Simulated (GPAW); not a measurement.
CoO, 2 atoms in the cell. Symmetry: P-6m2, No. 187, hexagonal system. Conventional cell: a = 2.837 Å, b = 2.837 Å, c = 2.769 Å, α = 90.00°, β = 90.00°, γ = 120.00°. Co (site symmetry -6m2) is surrounded by 6 O at 2.14 Å. Around O (site symmetry -6m2) lie 6 Co at 2.14 Å. Measurements of this composition are mostly on another form, of space group No. 225.

| Item | Value |
| --- | --- |
| Program | GPAW 26.7.0 |
| Task | magnons |
| Functional | LDA |
| Potentials or basis | the program's PAW data sets (release 1.2.1) made for this functional |
| Cutoff | 600 eV |
| Basis | pw |
| k mesh | 9 × 9 × 8 |
| Occupations | fermi-dirac, width 0.05 eV |
| Spin | collinear spin, ferromagnetic start |
| Starting moments | [3.0, 0.0] μB |
| Lines | 2 |
| Response ecut | 150 eV |
| Maxiter | 150 |
| Response k mesh | 8 × 8 × 8 |
| Response bands | 26 |
| Sites | [0] |
| Site radius | 1.019 |

Potentials or basis: the program's PAW data sets (release 1.2.1) made for this functional, pw.

Command:

```bash
$ OMP_NUM_THREADS=1 python run.py
```

Hardware: 1 thread of Arm Neoverse V2, with other jobs on the host.

Q: How long does it take, and how much memory?

A: Run time: 2.3 min on 1 thread of Arm Neoverse V2, with other jobs on the host, peak memory 0.38 GiB. Counts: scf iterations 23, plane waves 660, bands 17, k points 60.
